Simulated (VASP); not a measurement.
Mg2Si:

```
Si Mg
1.0
     0.00000    3.17969    3.17969
     3.17969    0.00000    3.17969
     3.17969    3.17969    0.00000
Si Mg
1 2
Direct
  0.00000 0.00000 0.00000
  0.25000 0.25000 0.25000
  0.75000 0.75000 0.75000
```

The cell was built by a generator and needn't be a form met in nature.

Base run:

```yaml
Program: VASP 6.6.1
Functional: PBE0
Potentials_or_basis: VASP PAW PBE potentials, release 64 (Si, Mg)
Cutoff: 520 eV
k_mesh: 6 × 6 × 6
Occupations: gaussian, width 0.02 eV
Spin: no spin polarisation
```

Its results: band gap on the k mesh 1.18 eV, indirect (least direct gap 3.08 eV); pressure -1.0 GPa.

**Question.** The run is repeated on the same cell with these changes: functional from PBE0 to HSE06. What comes out?

**Answer.** Band gap on the k mesh 0.59 eV, indirect (least direct gap 2.47 eV); pressure -0.8 GPa.

Caveats: the PAW data sets were made with another functional, which shifts forces and pressure a little.
